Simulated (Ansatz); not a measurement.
# TiSi2 (Fddd) in Ansatz: notebook

One crystal, TiSi2, is run at these levels: PBE, PBE+D3(BJ); tasks: single point, relaxation of cell and atoms.

Program: Ansatz 0.2.0. These are calculated values, not measurements. Logs are shortened: lines on timing, memory, paths and dates and some standing lists are left out, and cuts for length are marked.

## 1. The crystal as given

The structure is orthorhombic, space group Fddd (No. 70). Conventional cell: a = 4.779 Å, b = 8.235 Å, c = 8.526 Å, α = 90.00°, β = 90.00°, γ = 90.00°. Ti (site symmetry 222) has 10 Si at 2.55 to 2.78 Å as nearest neighbours. Si (site symmetry 2) has 5 Si at 2.52 to 2.79 Å and 5 Ti at 2.55 to 2.78 Å as nearest neighbours.

The cell is a database's computed one.

## 2. Single point, PBE

input.yaml

```yaml
crystal:
  lattice:
    - [0.0, 4.1175163063, 4.2628978354]
    - [2.3895119538, 0.0, 4.2628978354]
    - [2.3895119538, 4.1175163063, 0.0]
  atoms:
    - { symbol: Ti, position: [0.75, 0.75, 0.75] }
    - { symbol: Ti, position: [0.5, 0.5, 0.5] }
    - { symbol: Si, position: [0.41256561, 0.08743439, 0.41256561] }
    - { symbol: Si, position: [0.08743439, 0.41256561, 0.08743439] }
    - { symbol: Si, position: [0.16256561, 0.83743439, 0.16256561] }
    - { symbol: Si, position: [0.83743439, 0.16256561, 0.83743439] }
hamiltonian:
  xc: pbe
  pseudopotentials: { kind: paw }
kpoints:
  mp_grid: { grid: [7, 7, 7] }
scf:
  occupations: { method: gaussian, width: 0.013 }
output:
  forces: true
  stress: true
  eigenvalues: true
```

Potentials or basis: Ansatz PAW.

Started as:

```console
> ansatz run input.yaml --threads 2 --pin off --max-ram 5632MiB --backend cpu --events-out ev --progress --plain --runs-dir out
```

The program printed:

```text
Warning: RAYON_NUM_THREADS=2 ignored (pool sized by the plan → 2); use --threads N
Engine: ansatz 0.2.0, x86_64-unknown-linux-gnu
Pseudopotentials: kind: paw
Pseudopotential: Ti, paw, valence charge 12, recommended cutoff 420 eV (normal), Ti.paw.azcp
Pseudopotential: Si, paw, valence charge 4, recommended cutoff 420 eV (normal), Si.paw.azcp
Functional definition: PBE
  parameter kappa = 0.804
  parameter beta = 0.06672455060314922
  exchange = pbe_x(kappa = kappa, mu = beta*pi^2/3)
  correlation = pbe_c(beta = beta)
Crystal: 6 atoms, lattice volume = 83.884 Å³
Basis set: ecut = 420 eV, 1617 PW (Γ), exchange–correlation on 80×72×64 points (8 copies of the dense FFT grid, shifted against one another)
Bands: 26, of which v1, the nominal top of the filled ones, is band 20 counted from 1 (19 counted from 0)
Symmetry: 8 space group operations
Space group: Fddd (ITA 70), of the structure as read, at distance tolerance 4.4e-5 Å
k-points: 64 of 343
Non-local potential: Ti, projectors of the file, l = 0: 3, l = 1: 2, l = 2: 3, l = 3: 1
Non-local potential: Si, projectors of the file, l = 0: 2, l = 1: 2, l = 2: 2
PAW form: soft (Blöchl's): semilocal exchange-correlation on the pseudo side does not see the compensation charge
PAW one-centre angular grid: Ti, 590 points (default); XC on 64 Gauss nodes
PAW one-centre angular grid: Si, 110 points (default); XC on 64 Gauss nodes
Initial density: superposition of atomic densities (neutral atoms: chi_scale 0, normalization atom), corrected by the library's trained network
Initial wavefunctions: pseudopotential atomic-orbital guess
Functional: x = pbe(κ = 0.804, μ = 0.2195149727645171), c = pbe(β = 0.06672455060314922)
SCF iter   1: F=—  HF=-7545.905992 eV  |F-HF|=—  |Δ(HF+E_count)|=         —  Δρ=4.19e-3  dr2=2.08e-2  ethr=1.77e-3  ⟨swp⟩=6.6  Hψ=8519  notcnv=0
preconditioner: auto → Kerker (q_TF=auto, 2.412 Å⁻¹)  [metal: Δε(μ)=0.004 eV  Ē_g=6.369 eV  σ=0.013 eV  W_gap=0.16  n_scr=16 (ndim 8)  ℏωp=19.9 eV  f_vac=0.000  D(μ)=6.72/eV (n_scr^D=70)]
SCF iter   2: F=—  HF=-7545.903600 eV  |F-HF|=—  |Δ(HF+E_count)|=   2.39e-3  Δρ=1.96e-3  dr2=3.92e-3  ethr=5.19e-5  ⟨swp⟩=2.2  Hψ=2486  notcnv=0  defer=97
SCF iter   3: F=—  HF=-7545.903283 eV  |F-HF|=—  |Δ(HF+E_count)|=   3.17e-4  Δρ=5.60e-4  dr2=3.27e-4  ethr=9.80e-6  ⟨swp⟩=2.4  Hψ=2354  notcnv=0  defer=97
SCF iter   4: F=—  HF=-7545.903239 eV  |F-HF|=—  |Δ(HF+E_count)|=   4.45e-5  Δρ=9.56e-5  dr2=7.36e-6  ethr=8.18e-7  ⟨swp⟩=2.0  Hψ=2269  notcnv=0  defer=97
SCF iter   5: F=—  HF=-7545.903232 eV  |F-HF|=—  |Δ(HF+E_count)|=   6.50e-6  Δρ=1.84e-5  dr2=1.91e-7  ethr=1.84e-8  ⟨swp⟩=2.0  Hψ=2188  notcnv=0  defer=33
automatic band count: iteration 5 solves 25 bands in place of 26: the levels show a gap, and the empty bands left out lie too high to hold charge; the band table lists the bands solved (type scf.n_extra_bands for more)
SCF iter   6: F=-7545.903232 eV  HF=-7545.903232 eV  |F-HF|=6.32e-9  |Δ(HF+E_count)|=   3.14e-8  Δρ=3.26e-6  dr2=9.65e-9  ethr=2.50e-10  ⟨swp⟩=6.5  Hψ=6305  notcnv=0
SCF 1 converged in 6 iterations: F = -7545.903232 eV  dr2 = 9.65e-9
SCF converged after 6 iterations
Free energy (F): -7545.903232 eV
Harris-Foulkes:  -7545.903232 eV  (|F-HF|=6.32e-9)
Internal energy: -7545.902809 eV  (E = F + TS)
E sigma→0 (E₀):  -7545.903021 eV
Entropy (-TS):   -0.000423 eV (-0.070 meV/atom)
Fermi energy:    12.637298 eV
--- Per-component energies (eV) ---
  E_band       = -213.477044
  E_kinetic    = 720.011011
  E_local      = -2024.427772  (includes V_loc(G=0)·N_el)
  E_nonlocal   = 117.051524
  E_hartree    = 883.858550
  E_xc         = -423.674481
  E_vxc        = -441.764681  (∫ρ·V_xc dr)
  E_paw        = -4146.210057  (= ΣΔE_a)
  E_vpaw       = -352.060130  (= ΣTr[D̂ρ^β])
  E_aug_tail   = 0.000245  (compensation charges beyond the density's cutoff)
  E_ewald      = -2672.511829
  E_smearing   = -0.000423  (= −TS)
  E_closure    = 0.000000  (closes the sum)
  Σ components = -7545.903232   (vs F -7545.903232, Δ=0.00e0)
--- Forces (eV/Å), atoms counted from 1 ---
  atom   1  Ti    -0.00000000     0.00000000    -0.00000000
  atom   2  Ti     0.00000000    -0.00000000     0.00000000
  atom   3  Si     0.00000000     0.01295104    -0.00000000
  atom   4  Si     0.00000000    -0.01295104     0.00000000
  atom   5  Si     0.00000000     0.01295104    -0.00000000
  atom   6  Si     0.00000000    -0.01295104     0.00000000
  max |Σ_I F_I| component: 0.00e0 eV/Å
--- Stress (GPa, compression-positive) ---
        2.409093      -0.000000      -0.000000
       -0.000000       0.803159       0.000000
       -0.000000       0.000000       2.950509
  P = ⅓ Tr σ = 2.0543 GPa (20.543 kbar)
--- Band table (eV; the first three rows and the last of 64) ---
  k-point 0: bands = ["-43.5943", "-43.5657", "-19.9800", "-19.9799", "-19.8893", "-19.8743", "-19.8667", "-19.8534", "0.0374", "5.9328", "6.8907", "7.2354", "7.5948", "8.8756", "8.9062", "10.1320", "10.3646", "10.5680", "10.8570", "11.2849", "11.7060", "14.7174", "15.7760", "15.9867", "16.0775"]
  k-point 1: bands = ["-43.5932", "-43.5667", "-19.9821", "-19.9761", "-19.8958", "-19.8745", "-19.8648", "-19.8533", "0.2517", "5.6559", "6.0561", "7.1196", "7.9590", "8.8126", "9.3209", "9.8856", "10.4900", "10.5823", "11.3610", "11.4582", "11.6926", "14.5092", "15.5941", "15.6649", "15.8562"]
  k-point 2: bands = ["-43.5904", "-43.5694", "-19.9868", "-19.9665", "-19.9119", "-19.8733", "-19.8623", "-19.8525", "0.8666", "4.7325", "5.2302", "6.9921", "7.7719", "8.5169", "9.5771", "10.0805", "10.8838", "11.3055", "11.5577", "11.8956", "12.4824", "13.9843", "15.1709", "15.2481", "15.4701"]
  k-point 63: bands = ["-43.5805", "-43.5792", "-19.9601", "-19.9534", "-19.9210", "-19.9114", "-19.8568", "-19.8530", "2.0879", "2.1221", "6.0903", "7.0929", "8.0253", "9.3671", "9.5743", "10.0742", "10.9656", "11.1721", "11.6176", "11.6563", "13.5396", "13.6109", "14.7387", "15.2932", "15.6666"]
```

Run time: 4.1 s. Hardware: 2 threads of Intel Xeon at 2.70GHz, shared host; peak memory 0.46 GiB.

What came out:

```
Free energy            : -7545.9032 eV
Pressure               : 2.1 GPa
Largest force          : 0.013 eV/Å
Band gap on the k mesh : none (metal or under the smearing width)
```

Forces in eV/Å, atoms in the order of the input:
```
Ti   0.000  0.000  0.000
Ti   0.000  0.000  0.000
Si   0.000  0.013  0.000
Si   0.000 -0.013  0.000
Si   0.000  0.013  0.000
Si   0.000 -0.013  0.000
```

Stress tensor (GPa, compression positive):
```
2.41 0.00 0.00
0.00 0.80 0.00
0.00 0.00 2.95
```

Levels at points of the mesh, in eV from the Fermi level:
| k point | band 17 | band 18 | band 19 | band 20 | band 21 | band 22 | band 23 | band 24 |
| --- | --- | --- | --- | --- | --- | --- | --- | --- |
| (0.00, 0.00, 0.00) | -2.27 | -2.07 | -1.78 | -1.35 | -0.93 | 2.08 | 3.14 | 3.35 |

## 3. Single point, PBE

input.yaml, as its differences from that of step 2:

```diff
@@ -18,3 +18,3 @@
 scf:
-  occupations: { method: gaussian, width: 0.013 }
+  occupations: { method: gaussian, width: 0.014 }
 output:
```

Potentials or basis: Ansatz PAW.

Started as:

```console
> ansatz run input.yaml --threads 2 --pin off --max-ram 5632MiB --backend cpu --events-out ev --progress --plain --runs-dir out
```

The program printed:

```text
Warning: RAYON_NUM_THREADS=2 ignored (pool sized by the plan → 2); use --threads N
Engine: ansatz 0.2.0, x86_64-unknown-linux-gnu
Pseudopotentials: kind: paw
Pseudopotential: Ti, paw, valence charge 12, recommended cutoff 420 eV (normal), Ti.paw.azcp
Pseudopotential: Si, paw, valence charge 4, recommended cutoff 420 eV (normal), Si.paw.azcp
Functional definition: PBE
  parameter kappa = 0.804
  parameter beta = 0.06672455060314922
  exchange = pbe_x(kappa = kappa, mu = beta*pi^2/3)
  correlation = pbe_c(beta = beta)
Crystal: 6 atoms, lattice volume = 83.884 Å³
Basis set: ecut = 420 eV, 1617 PW (Γ), exchange–correlation on 80×72×64 points (8 copies of the dense FFT grid, shifted against one another)
Bands: 26, of which v1, the nominal top of the filled ones, is band 20 counted from 1 (19 counted from 0)
Symmetry: 8 space group operations
Space group: Fddd (ITA 70), of the structure as read, at distance tolerance 4.4e-5 Å
k-points: 64 of 343
Non-local potential: Ti, projectors of the file, l = 0: 3, l = 1: 2, l = 2: 3, l = 3: 1
Non-local potential: Si, projectors of the file, l = 0: 2, l = 1: 2, l = 2: 2
PAW form: soft (Blöchl's): semilocal exchange-correlation on the pseudo side does not see the compensation charge
PAW one-centre angular grid: Ti, 590 points (default); XC on 64 Gauss nodes
PAW one-centre angular grid: Si, 110 points (default); XC on 64 Gauss nodes
Initial density: superposition of atomic densities (neutral atoms: chi_scale 0, normalization atom), corrected by the library's trained network
Initial wavefunctions: pseudopotential atomic-orbital guess
Functional: x = pbe(κ = 0.804, μ = 0.2195149727645171), c = pbe(β = 0.06672455060314922)
SCF iter   1: F=—  HF=-7545.906035 eV  |F-HF|=—  |Δ(HF+E_count)|=         —  Δρ=4.19e-3  dr2=2.08e-2  ethr=1.77e-3  ⟨swp⟩=6.6  Hψ=8519  notcnv=0
preconditioner: auto → Kerker (q_TF=auto, 2.412 Å⁻¹)  [metal: Δε(μ)=0.004 eV  Ē_g=6.369 eV  σ=0.014 eV  W_gap=0.15  n_scr=16 (ndim 8)  ℏωp=19.9 eV  f_vac=0.000  D(μ)=6.36/eV (n_scr^D=70)]
SCF iter   2: F=—  HF=-7545.903638 eV  |F-HF|=—  |Δ(HF+E_count)|=   2.40e-3  Δρ=1.96e-3  dr2=3.93e-3  ethr=5.20e-5  ⟨swp⟩=2.2  Hψ=2486  notcnv=0  defer=97
SCF iter   3: F=—  HF=-7545.903317 eV  |F-HF|=—  |Δ(HF+E_count)|=   3.21e-4  Δρ=5.60e-4  dr2=3.28e-4  ethr=9.82e-6  ⟨swp⟩=2.4  Hψ=2361  notcnv=0  defer=97
SCF iter   4: F=—  HF=-7545.903270 eV  |F-HF|=—  |Δ(HF+E_count)|=   4.68e-5  Δρ=9.58e-5  dr2=7.38e-6  ethr=8.20e-7  ⟨swp⟩=2.0  Hψ=2270  notcnv=0  defer=97
SCF iter   5: F=—  HF=-7545.903265 eV  |F-HF|=—  |Δ(HF+E_count)|=   4.92e-6  Δρ=1.84e-5  dr2=1.90e-7  ethr=1.84e-8  ⟨swp⟩=2.0  Hψ=2190  notcnv=0  defer=97
SCF iter   6: F=-7545.903265 eV  HF=-7545.903266 eV  |F-HF|=6.22e-9  |Δ(HF+E_count)|=   3.11e-8  Δρ=3.25e-6  dr2=9.50e-9  ethr=2.50e-10  ⟨swp⟩=8.3  Hψ=6664  notcnv=0
SCF 1 converged in 6 iterations: F = -7545.903265 eV  dr2 = 9.50e-9
SCF converged after 6 iterations
Free energy (F): -7545.903265 eV
Harris-Foulkes:  -7545.903266 eV  (|F-HF|=6.22e-9)
Internal energy: -7545.902787 eV  (E = F + TS)
E sigma→0 (E₀):  -7545.903026 eV
Entropy (-TS):   -0.000479 eV (-0.080 meV/atom)
Fermi energy:    12.637302 eV
--- Per-component energies (eV) ---
  E_band       = -213.475918
  E_kinetic    = 720.011275
  E_local      = -2024.429145  (includes V_loc(G=0)·N_el)
  E_nonlocal   = 117.051639
  E_hartree    = 883.859683
  E_xc         = -423.674505
  E_vxc        = -441.764712  (∫ρ·V_xc dr)
  E_paw        = -4146.210149  (= ΣΔE_a)
  E_vpaw       = -352.060275  (= ΣTr[D̂ρ^β])
  E_aug_tail   = 0.000245  (compensation charges beyond the density's cutoff)
  E_ewald      = -2672.511829
  E_smearing   = -0.000479  (= −TS)
  E_closure    = -0.000000  (closes the sum)
  Σ components = -7545.903265   (vs F -7545.903265, Δ=0.00e0)
--- Forces (eV/Å), atoms counted from 1 ---
  atom   1  Ti    -0.00000000     0.00000000    -0.00000000
  atom   2  Ti     0.00000000    -0.00000000     0.00000000
  atom   3  Si     0.00000000     0.01349798    -0.00000000
  atom   4  Si     0.00000000    -0.01349798     0.00000000
  atom   5  Si     0.00000000     0.01349798    -0.00000000
  atom   6  Si     0.00000000    -0.01349798     0.00000000
  max |Σ_I F_I| component: 1.39e-17 eV/Å
--- Stress (GPa, compression-positive) ---
        2.411105      -0.000000      -0.000000
       -0.000000       0.803249       0.000000
       -0.000000       0.000000       2.948807
  P = ⅓ Tr σ = 2.0544 GPa (20.544 kbar)
--- Band table (eV; the first three rows and the last of 64) ---
  k-point 0: bands = ["-43.5942", "-43.5656", "-19.9799", "-19.9798", "-19.8893", "-19.8743", "-19.8666", "-19.8533", "0.0374", "5.9328", "6.8907", "7.2353", "7.5947", "8.8756", "8.9062", "10.1321", "10.3646", "10.5680", "10.8570", "11.2849", "11.7061", "14.7174", "15.7760", "15.9867", "16.0775", "16.1000"]
  k-point 1: bands = ["-43.5931", "-43.5667", "-19.9820", "-19.9760", "-19.8957", "-19.8745", "-19.8648", "-19.8531", "0.2517", "5.6559", "6.0561", "7.1196", "7.9590", "8.8125", "9.3209", "9.8856", "10.4900", "10.5822", "11.3611", "11.4582", "11.6926", "14.5093", "15.5941", "15.6649", "15.8562", "15.9966"]
  k-point 2: bands = ["-43.5903", "-43.5694", "-19.9867", "-19.9664", "-19.9118", "-19.8732", "-19.8623", "-19.8524", "0.8666", "4.7324", "5.2302", "6.9921", "7.7719", "8.5169", "9.5771", "10.0805", "10.8838", "11.3055", "11.5577", "11.8957", "12.4825", "13.9843", "15.1710", "15.2481", "15.4702", "15.5033"]
  k-point 63: bands = ["-43.5805", "-43.5791", "-19.9601", "-19.9533", "-19.9209", "-19.9113", "-19.8568", "-19.8529", "2.0879", "2.1221", "6.0903", "7.0929", "8.0253", "9.3671", "9.5743", "10.0743", "10.9656", "11.1721", "11.6176", "11.6564", "13.5396", "13.6109", "14.7387", "15.2932", "15.6666", "15.8154"]
```

It took 4 s on 2 threads of Intel Xeon at 2.70GHz, shared host; peak memory 0.46 GiB.

Results:

```
Free energy            : -7545.9033 eV
Pressure               : 2.1 GPa
Largest force          : 0.013 eV/Å
Band gap on the k mesh : none (metal or under the smearing width)
```

Forces in eV/Å, atoms in the order of the input:
```
Ti   0.000  0.000  0.000
Ti   0.000  0.000  0.000
Si   0.000  0.013  0.000
Si   0.000 -0.013  0.000
Si   0.000  0.013  0.000
Si   0.000 -0.013  0.000
```

Stress tensor (GPa, compression positive):
```
2.41 0.00 0.00
0.00 0.80 0.00
0.00 0.00 2.95
```

## 4. Relaxation of cell and atoms, PBE+D3(BJ)

input.yaml, as its differences from that of step 3:

```diff
@@ -15,2 +15,3 @@
   pseudopotentials: { kind: paw }
+  dispersion: d3bj
 kpoints:
@@ -18,3 +19,3 @@
 scf:
-  occupations: { method: gaussian, width: 0.014 }
+  occupations: { method: fermi_dirac, width: 0.05 }
 output:
@@ -23 +24,5 @@
   eigenvalues: true
+relax:
+  f_tol: 0.01
+  max_steps: 40
+  cell: { stress_tol: 0.05 }
```

Started as:

```console
> ansatz run input.yaml --threads 2 --pin off --max-ram 5632MiB --backend cpu --events-out ev --progress --plain --runs-dir out
```

It took 36 s on 2 threads of Intel Xeon at 2.70GHz, shared host; peak memory 0.49 GiB.

It converged, with:

* Free energy: -7549.1845 eV
* Relaxed volume: 13.56 Å³/atom
* Relaxed cell: a = 5.866 Å, b = 4.856 Å, c = 4.694 Å, α = 75.78°, β = 53.36°, γ = 50.86°
* Space group after relaxing (to 0.05 Å): Fddd (No. 70)
* Energy gained by relaxing: 6.4 meV/atom
* Ionic steps: 7
* Pressure after relaxing: 0.0 GPa
* Band gap on the k mesh: none (metal or under the smearing width)

Step by step:
```tsv
step	energy change (eV)	largest force (eV/Å)	volume (Å³)
1	0.0000	0.0224	83.88
2	-0.0346	0.0158	80.96
3	-0.0387	0.0011	81.36
4	-0.0388	0.0017	81.36
5	-0.0384	0.0017	81.36
6	-0.0384	0.0012	81.34
7	-0.0384	0.0012	81.34
```

Final structure:
```
Ti Si
1.0
     0.00000    4.05353    4.23998
     2.36642    0.00000    4.23998
     2.36642    4.05353    0.00000
Ti Si
2 4
Direct
  0.75000 0.75000 0.75000
  0.50000 0.50000 0.50000
  0.41310 0.08690 0.41310
  0.08690 0.41310 0.08690
  0.16310 0.83690 0.16310
  0.83690 0.16310 0.83690
```

Levels at points of the mesh, in eV from the Fermi level:
| k point | band 17 | band 18 | band 19 | band 20 | band 21 | band 22 | band 23 | band 24 |
| --- | --- | --- | --- | --- | --- | --- | --- | --- |
| (0.00, 0.00, 0.00) | -2.36 | -2.04 | -1.78 | -1.35 | -0.95 | 2.14 | 3.25 | 3.50 |

Caveat: the plane-wave basis is chosen anew once the cell has moved, so the energies of steps on either side of that aren't comparable; pairwise dispersion overbinds metals, which lowers pressure and volume.

## 5. Summary

| task | level | cell | smearing | gap on the mesh (eV) | pressure (GPa) | largest force (eV/Å) |
| --- | --- | --- | --- | --- | --- | --- |
| single point | PBE | as given | gaussian 0.013 eV | none | 2.1 | 0.01 |
| single point | PBE | as given | gaussian 0.014 eV | none | 2.1 | 0.01 |
| relaxation of cell and atoms | PBE+D3(BJ) | relaxed | fermi-dirac 0.05 eV | none | 0.0 | - |

Alike in all rows: potentials or basis Ansatz PAW; no spin polarisation; k mesh 7 × 7 × 7; cutoff (eV) 420.

Caveats: the plane-wave basis is chosen anew once the cell has moved, so the energies of steps on either side of that aren't comparable (some runs); pairwise dispersion overbinds metals, which lowers pressure and volume (some runs).

Absolute energies hang on the potentials; compare differences alone.
